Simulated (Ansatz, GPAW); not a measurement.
This is a calculation of MgO for GPAW 26.7.0 (ASE script). The cell is a database's computed one, not the measured one.

run.py

```python
from ase.dft.bandgap import bandgap
from ase.io import read, write
from ase.units import GPa
from gpaw import GPAW, PW

atoms = read('POSCAR')

calc = GPAW(mode=PW(800),
            xc='RPBE',
            kpts={'size': (11, 11, 11), 'gamma': True},
            occupations={'name': 'methfessel-paxton', 'order': 0, 'width': 0.05},
            nbands=16,
            convergence={'density': 1e-05, 'energy': 1e-05},
            maxiter=150,
            txt='gpaw.txt')
atoms.calc = calc
energy = atoms.get_potential_energy()
forces = atoms.get_forces()
stress = atoms.get_stress()
calc.write('gs.gpw')
write('result.traj', atoms)
print(f'Energy: {energy:.6f} eV')
print('Forces (eV/A):')
print(forces.round(4))
print('Stress (GPa):', (stress / GPa).round(3))
print('Fermi level:', round(calc.get_fermi_level(), 4), 'eV')
print(f'Gap: {bandgap(calc)[0]:.4f} eV, direct: {bandgap(calc, direct=True)[0]:.4f} eV')
```

The input POSCAR:

```
MgO
1.0
    0.0000000000      2.0970013927      2.0970013927
    2.0970013927      0.0000000000      2.0970013927
    2.0970013927      2.0970013927      0.0000000000
Mg O
1 1
Direct
    0.0000000000      0.0000000000      0.0000000000
    0.5000000000      0.5000000000      0.5000000000
```

Potentials or basis: the program's PAW data sets (release 1.2.1) made for this functional, pw.

Run with:

```sh
$ OMP_NUM_THREADS=1 python run.py
```

Q: Translate it to Ansatz 0.2.0. Potentials or basis there: all-electron LAPW, scalar-relativistic.

A: As run (cutoffs and basis follow the program's own potentials, and thresholds, step limits or extra output files can differ):

File input.yaml:

```yaml
crystal:
  lattice:
    - [0.0, 2.0970013927, 2.0970013927]
    - [2.0970013927, 0.0, 2.0970013927]
    - [2.0970013927, 2.0970013927, 0.0]
  atoms:
    - { symbol: Mg, position: [0.0, 0.0, 0.0] }
    - { symbol: O, position: [0.5, 0.5, 0.5] }
kpoints:
  mp_grid: { grid: [11, 11, 11] }
scf:
  occupations: { method: gaussian, width: 0.05 }
hamiltonian:
  xc: rpbe
  pseudopotentials: { kind: all_electron, lapw: { basis_error: 0.001 } }
output:
  forces: true
  stress: true
  eigenvalues: true
```

Potentials or basis: all-electron LAPW, scalar-relativistic.

Run with:

```sh
$ ansatz run input.yaml --threads 1 --pin off --max-ram 3072MiB --backend cpu --events-out ev --progress --plain --runs-dir out
```

Both were run:

|  | GPAW | Ansatz |
| --- | --- | --- |
| Pressure | 12.1 GPa | 11.9 GPa |

Where Ansatz's input types no cutoff or centring, it takes its own default and a Γ-centred mesh.

The cell lies far from this level's equilibrium.

Pressure is positive in compression.
